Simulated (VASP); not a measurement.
# InSe: restarted molecular dynamics, 2 variants

InSe, C2/m (no. 12), 8 atoms in the cell. PBE, molecular dynamics; PAW potentials In, Se (PBE set).

| Restart from | Temperature at the end (K) | The same without a restart (K) | Potential energy at the end (eV/atom) | The same without a restart (eV/atom) | Electronic steps in the first step after the restart | Time (s) |
|---|---|---|---|---|---|---|
| CONTCAR with velocities, WAVECAR read | 677.0 | 677.0 | -3.45436 | -3.45435 | 4 | 207 |
| CONTCAR with velocities, no WAVECAR | 677.0 | 677.0 | -3.45435 | -3.45435 | 15 | 207 |

Limits: 180 fs of 8 atoms are too short for converged averages; the cell is only 4.1 Å across, so each atom moves in step with near copies of itself.

## Input of the first row

INCAR.step1:
```
GGA = PE ; PREC = Normal
ENCUT = 210 ; EDIFF = 1E-6
NELMIN = 4 ; NELM = 60
ALGO = Fast ; LREAL = Auto
LASPH = T ; ISMEAR = -1
SIGMA = 0.05 ; ISYM = 0
LWAVE = T ; LCHARG = F
IBRION = 0 ; NSW = 30
POTIM = 3.0 ; TEBEG = 1000
ISIF = 2 ; RANDOM_SEED = 194348 0 0
MDALGO = 1 ; ANDERSEN_PROB = 0.0
KPAR = 2
```

INCAR.step2, as INCAR.step1 but for:
```
- LWAVE = T
+ LWAVE = F
```

KPOINTS:
```
k-points
0
Gamma
  1 3 3
```

POSCAR.step1:
```
InSe
1.0
   11.6527857562      0.0000000000      0.0000000000
    0.0000000000      4.1092979100      0.0000000000
   -1.7232330140      0.0000000000      4.7713478577
In Se
4 4
Direct
    0.3882032500      0.5000000000      0.0468413600
    0.1117967500      0.0000000000      0.9531586400
    0.8882032500      0.0000000000      0.0468413600
    0.6117967500      0.5000000000      0.9531586400
    0.1609275900      0.5000000000      0.6689556200
    0.3390724100      0.0000000000      0.3310443800
    0.6609275900      0.0000000000      0.6689556200
    0.8390724100      0.5000000000      0.3310443800
```

Commands (each step's output is kept before the next begins):
```
cat potpaw_PBE.64/In/POTCAR potpaw_PBE.64/Se/POTCAR > POTCAR
cp INCAR.step1 INCAR
cp POSCAR.step1 POSCAR
mpirun -np 2 vasp_std > vasp.out
cp CONTCAR POSCAR
cp INCAR.step2 INCAR
mpirun -np 2 vasp_std > vasp.out
```

Changes of the last row against the first:
```
(step 1)
- LWAVE = True
+ LWAVE = False
```

VASP 6.6.1 took 207 s on 2 cores (Intel Xeon Platinum 8259CL @ 2.50GHz (Skylake/Cascade Lake)), a shared host.
